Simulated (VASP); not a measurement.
Write the native input for VASP 6.6.1 that does the following.

```yaml
Task: band structure
Functional: PBEsol
Potentials_or_basis: VASP PAW PBE potentials, release 64 (P_h)
Cutoff: 900 eV
k_mesh: 9 × 9 × 9
Occupations: gaussian, width 0.05 eV
Spin: no spin polarisation
Further_INCAR_settings: ALGO = Normal; EDIFF = 1e-07; NBANDS = 12
```

P:

```xyz
2
Lattice="1.7257 0.9963 3.1297 -1.7257 0.9963 3.1297 0.0000 -1.9927 3.1297" Properties=species:S:1:pos:R:3 pbc="T T T"
P    -0.1433    0.1219    7.1609
P    -0.0245    0.0667    2.2580
```

This isn't the form of P at room conditions, which is orthorhombic.

The cell isn't the ideal one: atoms moved at random, drawn with an rms of 0.15 Å.

The input as run:

POSCAR

```
P
3.7102
    0.465129960110      0.268542907687      0.843534044553
   -0.465129960110      0.268542907687      0.843534044553
    0.000000000000     -0.537085815347      0.843534044553
P
2
Direct
    0.7415510000      0.8245840000      0.7219170000
    0.2445530000      0.2587430000      0.2181920000
```

INCAR.step1

```
SYSTEM = P
PREC = Accurate
ENCUT = 900
EDIFF = 1E-7
ISMEAR = 0
SIGMA = 0.05
LREAL = .FALSE.
LASPH = .TRUE.
NELM = 100
ALGO = Normal
ISIF = 2
LWAVE = .FALSE.
LCHARG = .TRUE.
GGA = PS
NBANDS = 12
```

KPOINTS.step1

```
regular mesh
0
G
  9 9 9
  0 0 0
```

INCAR.step2

```
SYSTEM = P
PREC = Accurate
ENCUT = 900
EDIFF = 1E-7
ISMEAR = 0
SIGMA = 0.05
LREAL = .FALSE.
LASPH = .TRUE.
NELM = 100
ALGO = Normal
ISIF = 2
LWAVE = .FALSE.
LCHARG = .FALSE.
GGA = PS
NBANDS = 12
ICHARG = 11
```

KPOINTS.step2

```
path GLB1,BZGX,QFP1Z,LP
10
line-mode
reciprocal
 0.0000000000  0.0000000000  0.0000000000  G
 0.5000000000  0.0000000000  0.0000000000  L

 0.5000000000  0.0000000000  0.0000000000  L
 0.5000000000  0.2342330829 -0.2342330829  B1

 0.7657669171  0.5000000000  0.2342330829  B
 0.5000000000  0.5000000000  0.5000000000  Z

 0.5000000000  0.5000000000  0.5000000000  Z
 0.0000000000  0.0000000000  0.0000000000  G

 0.0000000000  0.0000000000  0.0000000000  G
 0.3671165415  0.0000000000 -0.3671165415  X

 0.6328834585  0.3671165415  0.0000000000  Q
 0.5000000000  0.5000000000  0.0000000000  F

 0.5000000000  0.5000000000  0.0000000000  F
 0.6328834585  0.6328834585  0.2342330829  P1

 0.6328834585  0.6328834585  0.2342330829  P1
 0.5000000000  0.5000000000  0.5000000000  Z

 0.5000000000  0.0000000000  0.0000000000  L
 0.7657669171  0.3671165415  0.3671165415  P
```

Potentials or basis: VASP PAW PBE potentials, release 64 (P_h).

The run is started by

```console
$ cat potpaw_PBE.64/P_h/POTCAR > POTCAR
$ cp INCAR.step1 INCAR
$ cp KPOINTS.step1 KPOINTS
$ mpirun -np 1 vasp_std > vasp.out
$ cp INCAR.step2 INCAR
$ cp KPOINTS.step2 KPOINTS
$ mpirun -np 1 vasp_std > vasp.out
```

Results of the run:

| Item | Value |
| --- | --- |
| Band gap along the path | none (metal or under the smearing width) |

Caveat: the log is that of the step along the path at fixed density, whose energy, stress, charges and moments have no meaning.

Wall time 2.7 min on 1 thread of Intel(R) Xeon(R) Platinum 8488C (Sapphire Rapids), on a shared host, peak memory 0.38 GiB.
